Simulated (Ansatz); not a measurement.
# LiH (Fm-3m) in Ansatz: atomic charges with PBE+D3(BJ)-ATM

Aim: the atomic charges of LiH with PBE+D3(BJ)-ATM.

Program: Ansatz 0.2.0. These are calculated values, not measurements. Logs are shortened: lines on timing, memory, paths and dates and some standing lists are left out, and cuts for length are marked.

### 1 The crystal as given

The structure is cubic, space group Fm-3m (No. 225). The conventional cell has a = 4.074 Å, b = 4.074 Å, c = 4.074 Å, α = 90.00°, β = 90.00°, γ = 90.00°. Li (site symmetry m-3m) is surrounded by 6 H at 2.04 Å. H (site symmetry m-3m) is surrounded by 6 Li at 2.04 Å.

### 2 Atomic charges, PBE+D3(BJ)-ATM

Contents of input.yaml:

```yaml
crystal:
  lattice:
    - [0.0, 2.03675, 2.03675]
    - [2.03675, 0.0, 2.03675]
    - [2.03675, 2.03675, 0.0]
  atoms:
    - { symbol: Li, position: [0.0, 0.0, 0.0] }
    - { symbol: H, position: [0.5, 0.5, 0.5] }
hamiltonian:
  xc: pbe
  pseudopotentials: { kind: paw, source: jth }
  dispersion: d3bjatm
kpoints:
  mp_grid: { grid: [11, 11, 11] }
scf:
  occupations: { method: gaussian, width: 0.1 }
output:
  forces: true
  stress: true
  eigenvalues: true
  bader: true
  populations: true
  write_density: true
  write_potential: true
  elf: true
  volumetric_format: npy
accuracy: low
```

Potentials or basis: JTH PAW.

Started as:

```sh
$ ansatz run input.yaml --threads 1 --pin off --max-ram 2560MiB --backend cpu --events-out ev --progress --plain --runs-dir out
```

Log:

```text
Warning: the checks of this Li dataset prove no rule for summing its radial tables, as where they were carried onto another mesh than they were made on, and Gregory's rule is taken, under which a leading mesh point left out moves its sums only by what lay on the interval it spanned. That does not make them correct, and they differ from Quantum ESPRESSO's on this file; a re-export a fraction of a mesh step off can move them. hamiltonian.pseudopotentials.radial_quadrature: simpson_from_first_knot sums it by `pw.x`'s rule; on a PAW file no value gives `pw.x`'s numbers. What more to know: hamiltonian.pseudopotentials.radial_quadrature, in the input reference
Warning: the checks of this H dataset prove no rule for summing its radial tables, as where they were carried onto another mesh than they were made on, and Gregory's rule is taken, under which a leading mesh point left out moves its sums only by what lay on the interval it spanned. That does not make them correct, and they differ from Quantum ESPRESSO's on this file; a re-export a fraction of a mesh step off can move them. hamiltonian.pseudopotentials.radial_quadrature: simpson_from_first_knot sums it by `pw.x`'s rule; on a PAW file no value gives `pw.x`'s numbers. What more to know: hamiltonian.pseudopotentials.radial_quadrature, in the input reference
Warning: RAYON_NUM_THREADS=1 ignored (pool sized by the plan → 1); use --threads N
Engine: ansatz 0.2.0, aarch64-unknown-linux-gnu
Pseudopotentials: kind: paw
Pseudopotential: Li, paw, valence charge 3, recommended cutoff 1170 eV (normal), Li.paw.azcp
Pseudopotential: H, paw, valence charge 1, recommended cutoff 630 eV (normal), H.paw.azcp
Functional definition: PBE
  parameter kappa = 0.804
  parameter beta = 0.06672455060314922
  exchange = pbe_x(kappa = kappa, mu = beta*pi^2/3)
  correlation = pbe_c(beta = beta)
Crystal: 2 atoms, lattice volume = 16.898 Å³
Basis set: ecut = 1170 eV, 1471 PW (Γ), exchange–correlation on 72×72×72 points (8 copies of the dense FFT grid, shifted against one another)
Bands: 6, of which v1, the nominal top of the filled ones, is band 2 counted from 1 (1 counted from 0)
Symmetry: 48 space group operations
Space group: Fm-3m (ITA 225), of the structure as read, at distance tolerance 2.6e-5 Å
k-points: 56 of 1331
Non-local potential: Li, projectors of the file, l = 0: 3, l = 1: 2
Non-local potential: H, projectors of the file, l = 0: 2, l = 1: 1
PAW form: soft (Blöchl's): semilocal exchange-correlation on the pseudo side does not see the compensation charge
PAW one-centre angular grid: Li, 110 points (default); XC on 64 Gauss nodes
PAW one-centre angular grid: H, 110 points (default); XC on 64 Gauss nodes
Initial density: superposition of atomic densities (chi_scale 0.1, normalization cell, long waves kept (reshape's long-wave potential 0.00 eV rms))
Initial wavefunctions: pseudopotential atomic-orbital guess
Functional: x = pbe(κ = 0.804, μ = 0.2195149727645171), c = pbe(β = 0.06672455060314922)
SCF iter   1: F=—  HF=-222.264064 eV  |F-HF|=—  |Δ(HF+E_count)|=         —  Δρ=6.07e-2  dr2=5.53e-1  ethr=3.10e-3  ⟨swp⟩=4.1  Hψ=2891  notcnv=0
preconditioner: auto → none  [insulator: Δε(μ)=3.894 eV  Ē_g=14.224 eV  σ=0.100 eV  W_gap=1.00  n_scr=0 (ndim 8)  ℏωp=12.8 eV  f_vac=0.000  D(μ)=0.00/eV (n_scr^D=0)  ε∞_Penn≈1.8]
SCF iter   2: F=—  HF=-221.756075 eV  |F-HF|=—  |Δ(HF+E_count)|=   5.08e-1  Δρ=1.71e-2  dr2=4.92e-2  ethr=3.10e-3  ⟨swp⟩=2.0  Hψ=1116  notcnv=0
SCF iter   3: F=—  HF=-221.678334 eV  |F-HF|=—  |Δ(HF+E_count)|=   7.77e-2  Δρ=3.80e-3  dr2=6.76e-4  ethr=1.23e-3  ⟨swp⟩=2.0  Hψ=672  notcnv=0
SCF iter   4: F=—  HF=-221.677779 eV  |F-HF|=—  |Δ(HF+E_count)|=   5.54e-4  Δρ=3.06e-4  dr2=5.87e-6  ethr=1.69e-5  ⟨swp⟩=1.7  Hψ=377  notcnv=0
SCF iter   5: F=—  HF=-221.677788 eV  |F-HF|=—  |Δ(HF+E_count)|=   8.69e-6  Δρ=3.06e-5  dr2=5.30e-8  ethr=2.50e-9  ⟨swp⟩=6.0  Hψ=2219  notcnv=0
SCF iter   6: F=-221.677788 eV  HF=-221.677788 eV  |F-HF|=3.59e-9  |Δ(HF+E_count)|=   3.39e-8  Δρ=4.29e-6  dr2=1.90e-9  ethr=1.32e-9  ⟨swp⟩=4.0  Hψ=1285  notcnv=0
SCF 1 converged in 6 iterations: F = -221.677788 eV  dr2 = 1.90e-9
SCF converged after 6 iterations
Free energy (F): -221.677788 eV
Harris-Foulkes:  -221.677788 eV  (|F-HF|=3.59e-9)
Internal energy: -221.677788 eV  (E = F + TS)
E sigma→0 (E₀):  -221.677788 eV
Fermi energy:    2.031349 eV
--- Per-component energies (eV) ---
  E_band       = -91.152692
  E_kinetic    = 56.642506
  E_local      = -82.358784  (includes V_loc(G=0)·N_el)
  E_nonlocal   = -96.760950
  E_hartree    = 36.968725
  E_xc         = -26.820695
  E_vxc        = -34.543707  (∫ρ·V_xc dr)
  E_paw        = -16.459344  (= ΣΔE_a)
  E_vpaw       = -8.069247  (= ΣTr[D̂ρ^β])
  E_aug_tail   = 0.000012  (compensation charges beyond the density's cutoff)
  E_ewald      = -92.592916
  E_disp       = -0.296341  (pairwise vdW)
  E_smearing   = -0.000000  (= −TS)
  E_closure    = -0.000000  (closes the sum)
  Σ components = -221.677788   (vs F -221.677788, Δ=0.00e0)
--- Forces (eV/Å), atoms counted from 1 ---
  atom   1  Li    -0.00000000     0.00000000    -0.00000000
  atom   2  H      0.00000000     0.00000000     0.00000000
  max |Σ_I F_I| component: 7.95e-31 eV/Å
--- Stress (GPa, compression-positive) ---
       -4.257084       0.000000       0.000000
        0.000000      -4.257084      -0.000000
        0.000000      -0.000000      -4.257084
  P = ⅓ Tr σ = -4.2571 GPa (-42.571 kbar)
--- Band table (eV; the first three rows and the last of 56) ---
  k-point 0: bands = ["-43.8480", "-4.7920", "15.9384", "17.8596", "17.8596", "17.8596"]
  k-point 1: bands = ["-43.8450", "-4.6482", "14.8259", "16.9903", "17.5503", "17.5503"]
  k-point 2: bands = ["-43.8368", "-4.2249", "12.1040", "15.8191", "16.9999", "16.9999"]
  k-point 55: bands = ["-43.7980", "0.1334", "5.3898", "6.2772", "11.9587", "17.3924"]
--- Löwdin populations: 2 sites ---
  site symbol       q [e]
     0     Li      2.8938
     1      H      1.1030
  spilling = 0.000796 (of n_electrons = 4.000000)
--- Bader charges: 2 sites ---
  site symbol  charge [e]  shift [e]
     0     Li      0.8584     0.0000
     1      H     -0.8584     0.0000
  estimated error of the sums over rays = 3.4e-5 e
```

Wall time 6.8 s (1 thread of Arm Neoverse V2, shared host); peak memory 0.3 GiB.

The run converged, but some of its settings lie outside the range that counts as converged (typed here: hamiltonian.xc = pbe; accuracy = low), so its numbers aren't taken as properties of the crystal.

What came out:

```
Free energy            : -221.6778 eV
Pressure               : -4.3 GPa
Band gap on the k mesh : 3.19 eV, direct
Bader charges          : Li +0.86; H -0.86 e
```

Caveat: odd divisions of the mesh miss points on the zone boundary, where band edges often lie, so the gap on the mesh can be too wide.
